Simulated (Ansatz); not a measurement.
Free-standing chains of the atoms of RbBr, named by their start (strip: triangular double chain, ladder: square double chain); atoms and period are relaxed, and energies count from relaxed bulk RbBr (Fm-3m, 43.19 Å³/atom, gap on the mesh 4.19 eV).

Level of theory: Ansatz 0.2.0, DFT PBE, scalar-relativistic, plane waves, PAW.

Cutoff 420 eV, Gaussian smearing of 0.05 eV, energies at zero smearing, symmetry of each start kept, collinear spin where a moment is listed.

| start | atoms | k mesh | excess energy (eV per host atom) | period (Å) | gap on the mesh (eV) | highest filled level or Fermi level under vacuum (eV) |
| --- | --- | --- | --- | --- | --- | --- |
| linear chain | 2 | 1×1×10 | 0.420 | 6.349 | 3.91 | - |
| dimerised chain | 2 | 1×1×10 | 0.420 | 6.348 | 3.92 | - |
| zigzag chain | 2 | 1×1×12 | 0.418 | 6.356 | 3.97 | - |
| ladder chain | 4 | 1×1×10 | 0.265 | 6.567 | 4.11 | 5.62 |
| strip chain* | 2 | 1×1×19 | 0.418 | 6.359 | 3.99 | - |

Zero in every row: size of the moment (μB per cell).

* ends far from its start.

An odd mesh misses points on the zone edge, so a gap read on it can be too wide.

Each run keeps its start's symmetry and one magnetic start, so lower states can exist. Rows stand on unlike meshes and boxes, so starts that end alike can differ by a few hundredths of an eV per atom.

Cost: 5 runs of about 9.1 core-minutes in all, on Intel Xeon 6975P-C (Granite Rapids) (shared hosts).